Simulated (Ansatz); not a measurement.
Input for Ansatz (plane-wave DFT, PAW):

```yaml
crystal:
  lattice:
    - [0.0, 2.70465, 2.70465]
    - [2.70465, 0.0, 2.70465]
    - [2.70465, 2.70465, 0.0]
  atoms:
    - { symbol: Zn, position: [0.0, 0.0, 0.0] }
    - { symbol: S, position: [0.7416809938, 0.7583190062, 0.7583190062] }
basis:
  ecutwfc: 420
kpoints:
  mp_grid: { grid: [10, 10, 10] }
hamiltonian:
  xc: pbe
scf:
  occupations: { method: gaussian, width: 0.02 }
output:
  forces: true
  stress: true
  eigenvalues: true
```

Launched with
```bash
ansatz run input.yaml --threads 1 --pin off --max-ram 1331MiB --backend cpu --events-out ev --progress --plain --runs-dir out
```

The calculation used Ansatz, DFT PBE, scalar-relativistic, plane waves, PAW.

From the run's log, abridged:

```
Pseudopotentials: kind: paw
Pseudopotential: Zn, paw, valence charge 12, recommended cutoff 420 eV (normal)
Pseudopotential: S, paw, valence charge 6, recommended cutoff 420 eV (normal)
Functional definition: PBE
Crystal: 2 atoms, lattice volume = 39.570 Å³
Basis set: ecut = 420 eV, 749 PW (Γ), exchange–correlation on 54×54×54 points (8 copies of the dense FFT grid, shifted against one another)
Bands: 13, of which v1, the nominal top of the filled ones, is band 9 counted from 1 (8 counted from 0)
Symmetry: 4 space group operations
Space group: Imm2 (ITA 44), of the structure as read, at distance tolerance 3.4e-5 Å
k-points: 171 of 1000 (time reversal used)
Initial density: superposition of atomic densities (neutral atoms: chi_scale 0, normalization atom), corrected by the library's trained network
Initial wavefunctions: pseudopotential atomic-orbital guess
Functional: x = pbe(κ = 0.804, μ = 0.21951497), c = pbe(β = 0.06672455)
SCF iter   1: F=—  HF=-4222.725156 eV  |F-HF|=—  |Δ(HF+E_count)|=         —  Δρ=6.06e-4  dr2=1.90e-4  ethr=1.77e-3  ⟨swp⟩=5.9  Hψ=13554  notcnv=0
SCF iter   2: F=—  HF=-4222.725392 eV  |F-HF|=—  |Δ(HF+E_count)|=   2.37e-4  Δρ=5.19e-4  dr2=4.93e-5  ethr=1.05e-6  ⟨swp⟩=2.6  Hψ=5836  notcnv=0
SCF iter   3: F=—  HF=-4222.725424 eV  |F-HF|=—  |Δ(HF+E_count)|=   3.21e-5  Δρ=1.71e-4  dr2=7.96e-6  ethr=2.74e-7  ⟨swp⟩=2.0  Hψ=3591  notcnv=0
SCF iter   4: F=—  HF=-4222.725430 eV  |F-HF|=—  |Δ(HF+E_count)|=   5.95e-6  Δρ=7.26e-5  dr2=1.02e-6  ethr=4.42e-8  ⟨swp⟩=2.0  Hψ=3591  notcnv=0
SCF iter   5: F=—  HF=-4222.725434 eV  |F-HF|=—  |Δ(HF+E_count)|=   3.32e-6  Δρ=3.37e-5  dr2=3.07e-7  ethr=5.69e-9  ⟨swp⟩=2.0  Hψ=3762  notcnv=0
SCF iter   6: F=-4222.725434 eV  HF=-4222.725434 eV  |F-HF|=8.47e-9  |Δ(HF+E_count)|=   5.11e-7  Δρ=3.63e-6  dr2=2.26e-9  ethr=5.56e-10  ⟨swp⟩=5.2  Hψ=10620  notcnv=0
SCF 1 converged in 6 iterations: F = -4222.725434 eV  dr2 = 2.26e-9
SCF converged after 6 iterations
Free energy (F): -4222.725434 eV
Harris-Foulkes:  -4222.725434 eV  (|F-HF|=8.47e-9)
Internal energy: -4222.725434 eV  (E = F + TS)
E sigma→0 (E₀):  -4222.725434 eV
Fermi energy:    6.815209 eV
--- Per-component energies (eV) ---
  E_band       = 4.553855
  E_kinetic    = 238.300770
  E_local      = -2042.999238  (includes V_loc(G=0)·N_el)
  E_nonlocal   = 642.734690
  E_hartree    = 854.191048
  E_xc         = -234.394375
  E_vxc        = -139.543379  (∫ρ·V_xc dr)
  E_paw        = -2428.517762  (= ΣΔE_a)
  E_vpaw       = -402.321163  (= ΣTr[D̂ρ^β])
  E_aug_tail   = -0.000359  (compensation charges beyond the density's cutoff)
  E_ewald      = -1252.040208
  E_smearing   =  0.000000  (= −TS)
--- Forces (eV/Å), atoms counted from 1 ---
  atom   1  Zn     0.25723334     0.00000000     0.00000000
  atom   2  S     -0.25723795     0.00000000     0.00000000
--- Stress (GPa, compression-positive) ---
        1.396737       0.000000       0.000000
        0.000000       1.464516       1.015338
        0.000000       1.015338       1.464516
  P = ⅓ Tr σ = 1.4419 GPa (14.419 kbar)
--- Band table (eV; the first three rows and the last of 171) ---
  k-point 0: bands = ["-7.3760", "-0.6113", "-0.5785", "-0.5455", "-0.0817", "-0.0811", "5.7047", "5.7514", "5.7841", "7.8463", "12.1038", "12.1190", "12.1481"]
  k-point 1: bands = ["-7.3015", "-0.5975", "-0.5719", "-0.5398", "-0.0828", "-0.0818", "4.9858", "5.6076", "5.6730", "8.4533", "12.0145", "12.2698", "12.3205"]
  k-point 2: bands = ["-7.0959", "-0.5631", "-0.5500", "-0.5139", "-0.0827", "-0.0803", "3.6386", "5.3713", "5.4546", "9.0927", "12.2429", "12.5619", "12.6695"]
  k-point 170: bands = ["-6.1679", "-0.4445", "-0.3255", "-0.1279", "-0.1127", "0.2741", "1.1366", "2.8638", "3.4924", "11.2835", "11.7426", "13.2972", "14.6710"]
```

Self-consistency was reached.